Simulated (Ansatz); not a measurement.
# Cr (P6_3/mmc) in Ansatz: further runs

Runs on Cr. Level: PBE. Tasks: single point.

All numbers are computed with Ansatz 0.2.0; they aren't measurements. Logs are shortened: lines on timing, memory, paths and dates and some standing lists are left out, and cuts for length are marked.

**1. The crystal as given**

It takes space group P6_3/mmc (No. 194, hexagonal). Conventional cell: a = 2.714 Å, b = 2.714 Å, c = 4.410 Å, α = 90.00°, β = 90.00°, γ = 120.00°. Cr (site symmetry -6m2) is surrounded by 12 Cr at 2.71 Å.

This isn't the form of Cr at room conditions, which is bcc.

**2. Single point, PBE, collinear spin, ferromagnetic start**

The input, input.yaml:

```yaml
crystal:
  lattice:
    - [2.714, 0.0, 0.0]
    - [-1.357, 2.3503929459, 0.0]
    - [0.0, 0.0, 4.41]
  atoms:
    - { symbol: Cr, position: [0.6666666667, 0.3333333333, 0.75], spin: 3.0 }
    - { symbol: Cr, position: [0.3333333333, 0.6666666667, 0.25], spin: 3.0 }
hamiltonian:
  xc: pbe
  pseudopotentials: { kind: paw }
magnetization:
  spin_polarized: true
kpoints:
  mp_grid: { grid: [11, 11, 6] }
scf:
  occupations: { method: gaussian, width: 0.016 }
output:
  forces: true
  stress: true
  eigenvalues: true
```

Potentials or basis: Ansatz PAW.

Command:

```console
$ ansatz run input.yaml --threads 2 --pin off --max-ram 5632MiB --backend cpu --events-out ev --progress --plain --runs-dir out
```

The program printed:

```text
Warning: RAYON_NUM_THREADS=2 ignored (pool sized by the plan → 2); use --threads N
Engine: ansatz 0.2.0, x86_64-unknown-linux-gnu
Pseudopotentials: kind: paw
Pseudopotential: Cr, paw, valence charge 14, recommended cutoff 420 eV (normal), Cr.paw.azcp
Functional definition: PBE
  parameter kappa = 0.804
  parameter beta = 0.06672455060314922
  exchange = pbe_x(kappa = kappa, mu = beta*pi^2/3)
  correlation = pbe_c(beta = beta)
Crystal: 2 atoms, lattice volume = 28.131 Å³
Basis set: ecut = 420 eV, 549 PW (Γ), exchange–correlation on 40×40×60 points (8 copies of the dense FFT grid, shifted against one another)
Bands: 21, of which v1, the nominal top of the filled ones, is band 14 counted from 1 (13 counted from 0)
Symmetry: 24 space group operations
Space group: P63/mmc (ITA 194), of the structure as read, at distance tolerance 3.0e-5 Å
Magnetic group: BNS 194.263 (UNI 1493), of the structure as read, at distance tolerance 3.0e-5 Å
k-points: 64 of 726
Non-local potential: Cr, projectors of the file, l = 0: 3, l = 1: 2, l = 2: 3, l = 3: 1
PAW form: soft (Blöchl's): semilocal exchange-correlation on the pseudo side does not see the compensation charge
PAW one-centre angular grid: Cr, 590 points (default); XC on 64 Gauss nodes
Initial density: superposition of atomic densities (chi_scale 0.1, normalization cell)
Starting moments: Σ|m| = 6 μB on 2 of 2 sites
Initial wavefunctions: pseudopotential atomic-orbital guess
Functional: x = pbe(κ = 0.804, μ = 0.2195149727645171), c = pbe(β = 0.06672455060314922)
SCF iter   1: F=—  HF=-6758.189432 eV  |F-HF|=—  |Δ(HF+E_count)|=         —  Δρ=2.44e-1 (↑2.44e-1 ↓7.88e-2)  dr2=1.04e1  dr2_m=5.80e0  M=2.048 μB ∫|m|=2.048 μB  β_m=0.30  ethr=3.10e-3  ⟨swp⟩=3.3  Hψ=9455  notcnv=0
Mixer restart at iter 1: flushing history
preconditioner: auto → none  [metal: Δε(μ)=0.009 eV  Ē_g=5.592 eV  σ=0.016 eV  W_gap=0.30  n_scr=8 (ndim 8)  ℏωp=24.3 eV  f_vac=0.000  D(μ)=2.29/eV (n_scr^D=22)  sad-step TF]
SCF iter   2: F=—  HF=-6755.282916 eV  |F-HF|=—  |Δ(HF+E_count)|=    2.91e0  Δρ=1.38e-1 (↑1.38e-1 ↓5.79e-2)  dr2=3.04e0  dr2_m=2.17e0  M=2.278 μB ∫|m|=2.278 μB  β_m=0.49  ethr=3.10e-3  ⟨swp⟩=2.0  Hψ=5987  notcnv=0  defer=155
SCF iter   3: F=—  HF=-6754.160217 eV  |F-HF|=—  |Δ(HF+E_count)|=    1.12e0  Δρ=2.87e-2 (↑2.87e-2 ↓2.18e-2)  dr2=1.08e-1  dr2_m=1.38e-1  M=2.249 μB ∫|m|=2.250 μB  β_m=0.65  ethr=3.10e-3  ⟨swp⟩=2.7  Hψ=5164  notcnv=0  defer=153
SCF iter   4: F=—  HF=-6754.128539 eV  |F-HF|=—  |Δ(HF+E_count)|=   3.17e-2  Δρ=4.18e-3 (↑2.27e-3 ↓4.18e-3)  dr2=7.39e-3  dr2_m=9.57e-4  M=2.063 μB ∫|m|=2.065 μB  β_m=0.82  ethr=3.85e-4  ⟨swp⟩=2.0  Hψ=5094  notcnv=0  defer=156
SCF iter   5: F=—  HF=-6754.148815 eV  |F-HF|=—  |Δ(HF+E_count)|=         —  Δρ=1.28e-2 (↑1.28e-2 ↓1.07e-2)  dr2=1.21e-3  dr2_m=3.55e-2  M=1.750 μB ∫|m|=1.752 μB  β_m=0.82  ethr=2.64e-5  ⟨swp⟩=2.2  Hψ=4326  notcnv=0  defer=156
Mixer restart at iter 5: flushing history
SCF iter   6: F=—  HF=-6754.144978 eV  |F-HF|=—  |Δ(HF+E_count)|=   3.84e-3  Δρ=4.19e-3 (↑1.16e-3 ↓4.19e-3)  dr2=4.01e-3  dr2_m=1.21e-3  M=1.748 μB ∫|m|=1.750 μB  β_m=0.89  ethr=4.31e-6  ⟨swp⟩=2.1  Hψ=5238  notcnv=0  defer=156
SCF iter   7: F=—  HF=-6754.148577 eV  |F-HF|=—  |Δ(HF+E_count)|=   3.60e-3  Δρ=5.26e-3 (↑5.26e-3 ↓3.30e-3)  dr2=1.52e-2  dr2_m=3.05e-4  M=1.735 μB ∫|m|=1.738 μB  β_m=0.63  ethr=4.31e-6  ⟨swp⟩=2.5  Hψ=5379  notcnv=0  defer=156  recentre
SCF iter   8: F=—  HF=-6754.143912 eV  |F-HF|=—  |Δ(HF+E_count)|=   4.66e-3  Δρ=2.68e-4 (↑1.63e-4 ↓2.68e-4)  dr2=3.17e-6  dr2_m=1.11e-5  M=1.744 μB ∫|m|=1.746 μB  β_m=0.82  ethr=4.31e-6  ⟨swp⟩=2.1  Hψ=5630  notcnv=0  defer=159
SCF iter   9: F=—  HF=-6754.143932 eV  |F-HF|=—  |Δ(HF+E_count)|=   1.98e-5  Δρ=7.04e-5 (↑6.66e-5 ↓7.04e-5)  dr2=1.21e-6  dr2_m=4.67e-7  M=1.745 μB ∫|m|=1.747 μB  β_m=0.72  ethr=1.13e-8  ⟨swp⟩=2.0  Hψ=4608  notcnv=0  defer=158
SCF iter  10: F=—  HF=-6754.143933 eV  |F-HF|=—  |Δ(HF+E_count)|=   5.93e-7  Δρ=2.03e-5 (↑2.03e-5 ↓1.41e-5)  dr2=5.74e-8  dr2_m=3.46e-8  M=1.745 μB ∫|m|=1.747 μB  β_m=0.86  ethr=4.31e-9  ⟨swp⟩=2.6  Hψ=4339  notcnv=0  defer=158
SCF iter  11: F=—  HF=-6754.143933 eV  |F-HF|=—  |Δ(HF+E_count)|=   1.79e-7  Δρ=4.27e-6 (↑3.40e-6 ↓4.27e-6)  dr2=1.91e-9  dr2_m=2.95e-9  M=1.745 μB ∫|m|=1.747 μB  β_m=0.90  ethr=2.05e-10  ⟨swp⟩=2.2  Hψ=4365  notcnv=0  defer=158
SCF iter  12: F=-6754.143933 eV  HF=-6754.143933 eV  |F-HF|=1.21e-10  |Δ(HF+E_count)|=   6.17e-9  Δρ=7.66e-7 (↑5.48e-7 ↓7.66e-7)  dr2=3.25e-11  dr2_m=8.47e-11  M=1.745 μB ∫|m|=1.747 μB  ethr=6.84e-12  ⟨swp⟩=4.9  Hψ=10237  notcnv=0
SCF 1 converged in 12 iterations: F = -6754.143933 eV  dr2 = 3.25e-11
Symmetry: 12 space group operations
k-points: 64 of 726 (time reversal used)
Initial density: read from a saved state, or passed on in memory by an earlier SCF of this step, an earlier step, the calling program or the single point that the run made first
Starting moments: Σ|m| = 6 μB on 2 of 2 sites; this step starts from the density that it was given
Initial wavefunctions: those read from a saved state, or passed on in memory by an earlier step or the calling program
iter 1 solved again at ethr=1.00e-12 eV; its pass at ethr=3.57e-6 eV (dr2=3.25e-11 eV) is discarded
SCF iter   1: F=—  HF=-6754.143933 eV  |F-HF|=—  |Δ(HF+E_count)|=         —  Δρ=7.67e-7 (↑5.47e-7 ↓7.67e-7)  dr2=3.25e-11  dr2_m=8.48e-11  M=1.745 μB ∫|m|=1.747 μB  ethr=1.00e-12  ⟨swp⟩=1.0  Hψ=13466  notcnv=0
preconditioner: auto → none  [metal: Δε(μ)=0.012 eV  Ē_g=4.793 eV  σ=0.016 eV  W_gap=0.39  n_scr=8 (ndim 8)  ℏωp=24.3 eV  f_vac=0.000  D(μ)=3.49/eV (n_scr^D=42)]
SCF iter   2: F=—  HF=-6754.300469 eV  |F-HF|=—  |Δ(HF+E_count)|=   1.57e-1  Δρ=6.62e-2 (↑6.62e-2 ↓3.40e-2)  dr2=4.05e0  dr2_m=1.06e-1  M=1.868 μB ∫|m|=2.045 μB  ethr=3.57e-6  ⟨swp⟩=1.0  Hψ=12933  notcnv=0
SCF iter   3: F=—  HF=-6754.144986 eV  |F-HF|=—  |Δ(HF+E_count)|=   1.55e-1  Δρ=6.27e-3 (↑6.27e-3 ↓5.95e-3)  dr2=5.74e-2  dr2_m=2.13e-3  M=2.040 μB ∫|m|=2.113 μB  ethr=3.57e-6  ⟨swp⟩=1.0  Hψ=8868  notcnv=0
SCF iter   4: F=—  HF=-6754.143435 eV  |F-HF|=—  |Δ(HF+E_count)|=   1.55e-3  Δρ=4.88e-4 (↑3.32e-4 ↓4.88e-4)  dr2=1.59e-5  dr2_m=4.10e-5  M=2.021 μB ∫|m|=2.080 μB  ethr=3.57e-6  ⟨swp⟩=1.0  Hψ=7432  notcnv=0
an SCF along what the orbitals of the run's state read of its open shells (or to have them read: on a GPU, or by another smearing), with 12 of the crystal's symmetry operations given up, reached no lower state that the run goes on to. This is no proof of a minimum
SCF converged after 12 iterations
Magnetization: 1.7453 μB (14.8727 up, 13.1273 down)
Absolute magnetization: 1.7472 μB (∫|ρ↑−ρ↓|, with the PAW one-centre terms)
Spin contamination: 0.0047 ħ² per cell (⟨S²⟩ above its minimum at these occupations)
Per-site moments (μB) at R_I (Å): [(0.8028429868971233, 1.1158327308725133), (0.8028429868971232, 1.1158327308725133)]
Free energy (F): -6754.143933 eV
Harris-Foulkes:  -6754.143933 eV  (|F-HF|=1.21e-10)
Internal energy: -6754.143486 eV  (E = F + TS)
E sigma→0 (E₀):  -6754.143709 eV
Entropy (-TS):   -0.000447 eV (-0.224 meV/atom)
Fermi energy:    15.267956 eV
--- Per-component energies (eV) ---
  E_band       = -392.814654
  E_kinetic    = 678.693159
  E_local      = -2696.323281  (includes V_loc(G=0)·N_el)
  E_nonlocal   = 157.189420
  E_hartree    = 1148.727368
  E_xc         = -276.584789
  E_vxc        = -352.560219  (∫ρ·V_xc dr)
  E_paw        = -2389.024183  (= ΣΔE_a)
  E_vpaw       = -477.269354  (= ΣTr[D̂ρ^β])
  E_aug_tail   = 0.000784  (compensation charges beyond the density's cutoff)
  E_ewald      = -3376.821965
  E_smearing   = -0.000447  (= −TS)
  E_closure    = -0.000000  (closes the sum)
  Σ components = -6754.143933   (vs F -6754.143933, Δ=0.00e0)
--- Forces (eV/Å), atoms counted from 1 ---
  atom   1  Cr     0.00000000     0.00000000     0.00000000
  atom   2  Cr     0.00000000    -0.00000000     0.00000000
  max |Σ_I F_I| component: 0.00e0 eV/Å
--- Stress (GPa, compression-positive) ---
      -26.877964       0.000000       0.000000
       -0.000000     -26.877964       0.000000
        0.000000       0.000000     -22.956807
  P = ⅓ Tr σ = -25.5709 GPa (-255.709 kbar)
--- Band table (eV; the first three rows and the last of 128) ---
  k-point 0 ↑: bands = ["-56.6646", "-56.5765", "-28.1336", "-27.8042", "-27.8042", "-27.7377", "-27.7377", "-27.6453", "8.0833", "11.6720", "14.5879", "14.5879", "14.6409", "14.9564", "14.9564", "15.4270", "15.4270", "15.6418", "16.6694", "16.6694", "22.5356"]
  k-point 1 ↑: bands = ["-56.6588", "-56.5825", "-28.1016", "-27.7998", "-27.7998", "-27.7422", "-27.7422", "-27.6788", "8.3273", "11.5617", "14.5257", "14.5257", "14.5514", "14.8736", "14.8736", "15.0658", "15.6032", "15.6032", "16.6533", "16.6533", "23.6200"]
  k-point 2 ↑: bands = ["-56.6427", "-56.5987", "-28.0138", "-27.7877", "-27.7877", "-27.7697", "-27.7544", "-27.7544", "9.0239", "11.0391", "14.2997", "14.3319", "14.4725", "14.4725", "14.6923", "14.6923", "15.9651", "15.9651", "16.5559", "16.5559", "26.0600"]
  k-point 63 ↓: bands = ["-55.7310", "-55.7310", "-27.2926", "-27.2926", "-27.1640", "-27.1640", "-26.9800", "-26.9800", "13.3723", "13.3723", "14.0382", "14.0382", "14.5456", "14.5456", "16.1789", "16.1789", "17.5005", "17.5005", "21.4832", "21.4832", "23.8297"]
```

It took 23 s on 2 threads of Intel Xeon at 2.50GHz (Skylake/Cascade Lake), shared host; peak memory 0.54 GiB.

Results:

```
Free energy            : -6754.1439 eV
Pressure               : -25.6 GPa
Band gap on the k mesh : none (metal or under the smearing width)
Net moment             : 1.75 μB per cell
Absolute moment        : 1.75 μB per cell
Site moments           : Cr +0.80 μB
```

Levels at points of the mesh, in eV from the Fermi level:
Spin up:
| k point | band 12 | band 13 | band 14 | band 15 | band 16 | band 17 | band 18 | band 19 |
| --- | --- | --- | --- | --- | --- | --- | --- | --- |
| (0.00, 0.00, 0.00) | -0.68 | -0.63 | -0.31 | -0.31 | 0.16 | 0.16 | 0.37 | 1.40 |
| (0.00, 0.00, -0.50) | -1.13 | -0.74 | -0.74 | -0.74 | -0.74 | 1.05 | 1.05 | 1.05 |
Spin down:
| k point | band 11 | band 12 | band 13 | band 14 | band 15 | band 16 |
| --- | --- | --- | --- | --- | --- | --- |
| (0.00, 0.00, 0.00) | -0.01 | 0.07 | 0.07 | 0.46 | 0.46 | 0.62 |
| (0.00, 0.00, -0.50) | -0.58 | -0.58 | 0.02 | 0.02 | 0.02 | 0.02 |

Caveat: so large a pressure means that the cell lies far from this level's equilibrium, or that cutoff or potentials fall short.

(Part 1 of 2 ends here.)
